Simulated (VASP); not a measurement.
# K (Im-3m) in VASP: notebook

The runs below take K through relaxation of cell and atoms, with PBEsol.

Everything below comes from runs of VASP 6.6.1. Logs are shortened: lines on timing, memory, paths and dates and some standing lists are left out, and cuts for length are marked.

## Step 1: The crystal as given

The structure is cubic, space group Im-3m (No. 229). The conventional cell has a = 5.236 Å, b = 5.236 Å, c = 5.236 Å, α = 90.00°, β = 90.00°, γ = 90.00°.

## Step 2: Relaxation of cell and atoms, PBEsol

The input, INCAR:

```
PREC = Accurate
ENCUT = 300
EDIFF = 1E-7
ISMEAR = 0
SIGMA = 0.1
LREAL = False
LASPH = True
NELM = 80
ALGO = Fast
ISIF = 3
LWAVE = False
LCHARG = False
GGA = PS
IBRION = 2
NSW = 90
EDIFFG = -0.005
```

The input, KPOINTS:

```
Automatic mesh
0
Gamma
  12 12 12
```

The input, POSCAR:

```
K
1.0
   -2.6180000000      2.6180000000      2.6180000000
    2.6180000000     -2.6180000000      2.6180000000
    2.6180000000      2.6180000000     -2.6180000000
K
1
Direct
    0.0000000000      0.0000000000      0.0000000000
```

Potentials or basis: VASP PAW PBE potentials, release 64 (K_sv).

On the command line:

```bash
$ cat potpaw_PBE.64/K_sv/POTCAR > POTCAR
$ mpirun -np 1 vasp_std > vasp.out
```

OUTCAR:

```text
PREC = Accurate
   ENCUT = 300
   EDIFF = 1E-7
   ISMEAR = 0
   LREAL = False
   LASPH = True
   NELM = 80
   ISIF = 3
   GGA = PS
   IBRION = 2
   NSW = 90
   EDIFFG = -0.005

 ion  position               nearest neighbor table
   1  0.000  0.000  0.000-

  LATTYP: Found a body centered cubic cell.
 ALAT       =     5.2360000000

  Lattice vectors:

 A1 = (  -2.6180000000,   2.6180000000,   2.6180000000)
 A2 = (   2.6180000000,  -2.6180000000,   2.6180000000)
 A3 = (   2.6180000000,   2.6180000000,  -2.6180000000)

Analysis of symmetry for initial positions (statically):
=====================================================================
 Subroutine PRICEL returns:
 Original cell was already a primitive cell.

 Routine SETGRP: Setting up the symmetry group for a
 body centered cubic supercell.

 Subroutine GETGRP returns: Found 48 space group operations
 (whereof 48 operations were pure point group operations)
 out of a pool of 48 trial point group operations.

The static configuration has the point symmetry O_h .

Analysis of symmetry for dynamics (positions and initial velocities):
=====================================================================
 Subroutine PRICEL returns:
 Original cell was already a primitive cell.

 Routine SETGRP: Setting up the symmetry group for a
 body centered cubic supercell.

 Subroutine GETGRP returns: Found 48 space group operations
 (whereof 48 operations were pure point group operations)
 out of a pool of 48 trial point group operations.

The dynamic configuration has the point symmetry O_h .

 Subroutine INISYM returns: Found 48 space group operations
 (whereof 48 operations are pure point group operations),
 and found     1 'primitive' translations

----------------------------------------------------------------------------------------

                                     Primitive cell

  volume of cell :      71.7743

  direct lattice vectors                    reciprocal lattice vectors
    -2.618000000  2.618000000  2.618000000     0.000000000  0.190985485  0.190985485
     2.618000000 -2.618000000  2.618000000     0.190985485  0.000000000  0.190985485
     2.618000000  2.618000000 -2.618000000     0.190985485  0.190985485  0.000000000

  length of vectors
     4.534509014  4.534509014  4.534509014     0.270094263  0.270094263  0.270094263

  position of ions in fractional coordinates (direct lattice)
     0.000000000  0.000000000  0.000000000

  ion indices of the primitive-cell ions
   primitive index   ion index
                 1           1

----------------------------------------------------------------------------------------

 KPOINTS: Automatic mesh

Automatic generation of k-mesh.
 Grid dimensions read from file:
 generate k-points for:   12   12   12

 Generating k-lattice:

  Cartesian coordinates                     Fractional coordinates (reciprocal lattice)
     0.000000000  0.015915457  0.015915457     0.083333333  0.000000000  0.000000000
     0.015915457  0.000000000  0.015915457     0.000000000  0.083333333  0.000000000
     0.015915457  0.015915457  0.000000000     0.000000000  0.000000000  0.083333333

  Length of vectors
     0.022507855  0.022507855  0.022507855

  Shift w.r.t. Gamma in fractional coordinates (k-lattice)
     0.000000000  0.000000000  0.000000000

 Subroutine IBZKPT returns following result:
 ===========================================

 Found     72 irreducible k-points:

 Following reciprocal coordinates:
            Coordinates               Weight
  0.000000  0.000000  0.000000      1.000000
  0.083333  0.000000  0.000000     12.000000
  0.166667  0.000000  0.000000     12.000000
  0.250000  0.000000  0.000000     12.000000
  0.333333  0.000000  0.000000     12.000000
  0.416667  0.000000  0.000000     12.000000
[... 16 lines left out ...]
  0.333333  0.083333  0.083333     24.000000
  0.416667  0.083333  0.083333     12.000000
 [... further k-points ...]
   k-points           NKPTS =     72   k-points in BZ     NKDIM =     72   number of bands    NBANDS=      8
   number of dos      NEDOS =    301   number of ions     NIONS =      1
   total plane-waves  NPLWV =  21952
   dimension x,y,z NGX =    28 NGY =   28 NGZ =   28
   dimension x,y,z NGXF=    56 NGYF=   56 NGZF=   56
   ions per type =               1
   NGX,Y,Z   is equivalent  to a cutoff of  10.27, 10.27, 10.27 a.u.
   NGXF,Y,Z  is equivalent  to a cutoff of  20.53, 20.53, 20.53 a.u.
 SYSTEM =  unknown system
   PREC   = accura    normal or accurate (medium, high low for compatibility)
   ISTART =      0    job   : 0-new  1-cont  2-samecut
   ICHARG =      2    charge: 1-file 2-atom 10-const
   ISPIN  =      1    spin polarized calculation?
   LNONCOLLINEAR =      F non collinear calculations
   LSORBIT =      F    spin-orbit coupling
   LASPH  =      T    aspherical Exc in radial PAW
   ENCUT  =  300.0 eV  22.05 Ry    4.70 a.u.   6.40  6.40  6.40*2*pi/ulx,y,z
   NELM   =     80;   NELMIN=  2; NELMDL= -5     # of ELM steps
   EDIFF  = 0.1E-06   stopping-criterion for ELM
   LREAL  =      F    real-space projection
   EDIFFG = -.5E-02   stopping-criterion for IOM
   NSW    =     90    number of steps for IOM
   IBRION =      2    ionic relax: 0-MD 1-quasi-New 2-CG
   NFREE  =      1    steps in history (QN), initial steepest desc. (CG)
   ISIF   =      3    stress and relaxation
   ISYM   =      2    0-nonsym 1-usesym 2-fastsym
   POTIM  = 0.5000    time-step for ionic-motion
   TEBEG  =    0.0;   TEEND  =   0.0 temperature during run
   PSTRESS=    0.0 pullay stress
   NELECT =       9.0000    total number of electrons
   NUPDOWN=      -1.0000    fix difference up-down
   EMIN   =  10.00;   EMAX   =-10.00  energy-range for DOS
   EFERMI =   0.00;   METHOD = LEGACY
   ISMEAR =     0;   SIGMA  =   0.10  broadening in eV -4-tet -1-fermi 0-gaus
   EFERMI_NEDOS =   21; number of points for ismear=-14 and -15
   IALGO  =     68    algorithm
   IMIX   =      4    mixing-type and parameters
     AMIX     =   0.40;   BMIX     =  1.00
     AMIX_MAG =   1.60;   BMIX_MAG =  1.00
  volume/ion in A,a.u.               =      71.77       484.36
  Fermi-wavevector in a.u.,A,eV,Ry     =   0.819406  1.548454  9.135317  0.671427
  Thomas-Fermi vector in A             =   1.930206
   LORBIT       =      0    0 simple, 1 ext, 2 COOP (PROOUT), +10 PAW based schemes
   GGA     = PS    functional components
   LHFCALC =     F    Hartree Fock is set to
   AEXX    =    0.0000 exact exchange contribution
   IVDW    =     0    specifies the selected vdW correction
   LEPSILON=     F    determine dielectric tensor
   LRPA    =     F    only Hartree local field effects (RPA)
 conjugate gradient relaxation of ions
 non-spin polarized calculation
 RMM-DIIS sequential band-by-band and
 Gauss-broadening in eV      SIGMA  =   0.10
  energy-cutoff  :      300.00
  volume of cell :       71.77
 maximum number of plane-waves:       887
 NGX is ok and might be reduce to    28
   NGX = 13   NGY = 13   NGZ = 13

--------------------------------------- Ionic step        1  -------------------------------------------

 number of electron       8.9999995 magnetization

 Free energy of the ion-electron system (eV)
  ---------------------------------------------------
  ext. energy  EPLUGINS =         0.00000000
  ---------------------------------------------------
  free energy    TOTEN  =        -1.13593514 eV

  energy without entropy =       -1.13106337  energy(sigma->0) =       -1.13349926

------------------------ aborting loop because EDIFF is reached ----------------------------------------

  FORCE on cell =-STRESS in cart. coord.  units (eV):
  Direction    XX          YY          ZZ          XY          YZ          ZX
  --------------------------------------------------------------------------------------
  -------------------------------------------------------------------------------------
  Total       -0.0681706     -0.0681706     -0.0681706     -0.0000000     -0.0000000      0.0000000
  in kB       -1.5217346     -1.5217346     -1.5217346     -0.0000000     -0.0000000      0.0000000
  external PRESSURE =      -1.5217346 kB  Pullay stress =       0.0000000 kB
[... 230 lines left out ...]
  energy  without entropy=       -1.1324171638  energy(sigma->0) =       -1.13481899

--------------------------------------- Ionic step        8  -------------------------------------------

 number of electron       8.9999998 magnetization

 Free energy of the ion-electron system (eV)
  ---------------------------------------------------
  ext. energy  EPLUGINS =         0.00000000
  ---------------------------------------------------
  free energy    TOTEN  =        -1.13729462 eV

  energy without entropy =       -1.13247872  energy(sigma->0) =       -1.13488667

 E-fermi :  -0.0411     XC(G=0):  -5.8594

 val. band max:       -0.0615091305   @ k =   0.2500   0.2500   0.0000
 cond. band min:       0.0052798697   @ k =   0.3333   0.1667   0.0000
 fundamental gap:      0.0667890002
 Fermi energy:        -0.0410913918

 k-point     1 :       0.0000    0.0000    0.0000
  band No.  band energies     occupation
      1     -31.9816      2.00000
      2     -15.4852      2.00000
      3     -15.4852      2.00000
      4     -15.4852      2.00000
      5      -2.2777      2.00000
      6       4.3298      0.00000
      7       4.3298      0.00000
      8       4.3298      0.00000
[... 243 lines left out ...]
 k-point    24 :       0.4167    0.0833    0.0833
  band No.  band energies     occupation
      1     -31.9758      2.00000
      2     -15.5648      2.00000
      3     -15.5170      2.00000
      4     -15.4905      2.00000
      5       0.5957      0.00000
      6       0.7761      0.00000
      7       2.7681      0.00000
      8       4.7743      0.00000

 [... further k-points ...]

------------------------ aborting loop because EDIFF is reached ----------------------------------------

  FORCE on cell =-STRESS in cart. coord.  units (eV):
  Direction    XX          YY          ZZ          XY          YZ          ZX
  --------------------------------------------------------------------------------------
  -------------------------------------------------------------------------------------
  Total        0.0001846      0.0001846      0.0001846      0.0000000      0.0000000     -0.0000000
  in kB        0.0042866      0.0042866      0.0042866      0.0000000      0.0000000     -0.0000000
  external PRESSURE =       0.0042866 kB  Pullay stress =       0.0000000 kB
[... 16 lines left out ...]
  FREE ENERGIE OF THE ION-ELECTRON SYSTEM (eV)
  ---------------------------------------------------
  free  energy   TOTEN  =        -1.1372946176 eV

  energy  without entropy=       -1.1324787176  energy(sigma->0) =       -1.13488667

 reached required accuracy - stopping structural energy minimisation
```

Run time: 2.5 min. Hardware: 1 thread of Intel Xeon Platinum 8259CL at 2.50GHz (Skylake/Cascade Lake), shared host; peak memory 0.17 GiB.

Results:

```
Free energy                            : -1.1373 eV
Relaxed volume                         : 69.00 Å³/atom
Relaxed cell                           : a = 4.475 Å, b = 4.475 Å, c = 4.475 Å, α = 109.47°, β = 109.47°, γ = 109.47°
Space group after relaxing (to 0.05 Å) : Im-3m (No. 229)
Energy gained by relaxing              : 1.4 meV/atom
Ionic steps                            : 8
Pressure after relaxing                : 0.0 GPa
Band gap on the k mesh                 : none (metal or under the smearing width)
```

Step by step:
| step | energy change (eV) | largest force (eV/Å) | pressure (GPa) | volume (Å³) |
| --- | --- | --- | --- | --- |
| 1 | 0.0000 | 0.0000 | -0.15 | 71.77 |
| 2 | -0.0006 | 0.0000 | -0.10 | 71.07 |
| 3 | -0.0009 | 0.0000 | -0.02 | 70.62 |
| 4 | -0.0010 | 0.0000 | -0.08 | 70.47 |
| 5 | -0.0011 | 0.0000 | -0.07 | 70.17 |
| 6 | -0.0013 | 0.0000 | -0.04 | 69.57 |
| 7 | -0.0013 | 0.0000 | 0.04 | 68.39 |
| 8 | -0.0014 | 0.0000 | 0.00 | 69.00 |

Final structure:
```
K
1.0
    -2.58378    2.58378    2.58378
     2.58378   -2.58378    2.58378
     2.58378    2.58378   -2.58378
K
1
Direct
  0.00000 0.00000 0.00000
```

Caveat: the cutoff is under 1.25 times the usual one of these potentials, so pressure, stress and relaxed cells hold a basis-set (Pulay) error; the PAW data sets were made with another functional, which shifts forces and pressure a little.

## Step 3: Relaxation of cell and atoms, PBEsol

Edit INCAR of step 2 so:

```diff
@@ -1,3 +1,3 @@
 PREC = Accurate
-ENCUT = 300
+ENCUT = 600
 EDIFF = 1E-7
```

The input, KPOINTS:

```
Automatic mesh
0
Gamma
  4 4 4
```

POSCAR is that of step 2.

Potentials or basis: VASP PAW PBE potentials, release 64 (K_sv).

On the command line:

```bash
$ cat potpaw_PBE.64/K_sv/POTCAR > POTCAR
$ mpirun -np 1 vasp_std > vasp.out
```

Wall time 20 s (1 thread of Intel Xeon Platinum 8259CL at 2.50GHz (Skylake/Cascade Lake), shared host); peak memory 0.2 GiB.

The run converged. Its results:

- Free energy: -1.0743 eV
- Relaxed volume: 72.78 Å³/atom
- Relaxed cell: a = 4.556 Å, b = 4.556 Å, c = 4.556 Å, α = 109.47°, β = 109.47°, γ = 109.47°
- Space group after relaxing (to 0.05 Å): Im-3m (No. 229)
- Energy gained by relaxing: 0.2 meV/atom
- Ionic steps: 3
- Pressure after relaxing: 0.0 GPa
- Band gap on the k mesh: none (metal or under the smearing width)

Step by step:
| step | energy change (eV) | largest force (eV/Å) | pressure (GPa) | volume (Å³) |
| --- | --- | --- | --- | --- |
| 1 | 0.0000 | 0.0000 | 0.05 | 71.77 |
| 2 | -0.0001 | 0.0000 | 0.04 | 72.02 |
| 3 | -0.0002 | 0.0000 | 0.00 | 72.78 |

Final structure:
```yaml
crystal:
  lattice:
    - [-2.63012, 2.63012, 2.63012]
    - [2.63012, -2.63012, 2.63012]
    - [2.63012, 2.63012, -2.63012]
  atoms:
    - { symbol: K, position: [0.00000, 0.00000, 0.00000] }
```

Levels at points of the mesh, in eV from the Fermi level:
```csv
k point,band 2,band 3,band 4,band 5,band 6,band 7
"(0.00, 0.00, 0.00)",-15.47,-15.47,-15.47,-2.15,4.33,4.33
"(0.50, 0.00, 0.00)",-15.54,-15.49,-15.47,0.47,0.72,3.19
"(0.50, 0.50, 0.50)",-15.52,-15.52,-15.52,1.70,1.70,3.52
```

Caveat: the k mesh is coarse (spacing up to 0.42 Å⁻¹), so the values aren't converged; the PAW data sets were made with another functional, which shifts forces and pressure a little. Zero-point motion and thermal expansion aren't in these numbers.
